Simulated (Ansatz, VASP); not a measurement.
## ZrC in VASP and in Ansatz

```xyz
2
Lattice="0.0000 2.3963 2.3963 2.3963 0.0000 2.3963 2.3963 2.3963 0.0000" Properties=species:S:1:pos:R:3 pbc="T T T"
Zr    2.3963    2.3963    2.3963
C     0.0000    0.0000    0.0000
```

Change from the starting cell: volume scaled by 1.06, crystal datasets.

Alike in both runs: task electric field gradients; functional PBE; k mesh 15 × 15 × 15; occupations fermi-dirac, width 0.05 eV; no spin polarisation.

|  | VASP | Ansatz |
| --- | --- | --- |
| version | VASP 6.6.1 | Ansatz 0.2.0 |
| potentials or method | VASP PAW PBE potentials, release 64 (Zr_sv, C), cutoff 520 eV | all-electron PAW with datasets made for the crystal, scalar-relativistic |

```csv
,VASP,Ansatz,Ansatz less VASP
pressure (GPa),-10.4,-10.5,-0.15
Vzz of the field gradient on the site that differs most (V/Å²),0.0,0.0,0.00
```

Ansatz ran all-electron here, so the differences hold the error of VASP's frozen core and of both bases. Ansatz warned: «gradients_without_spin_orbit».
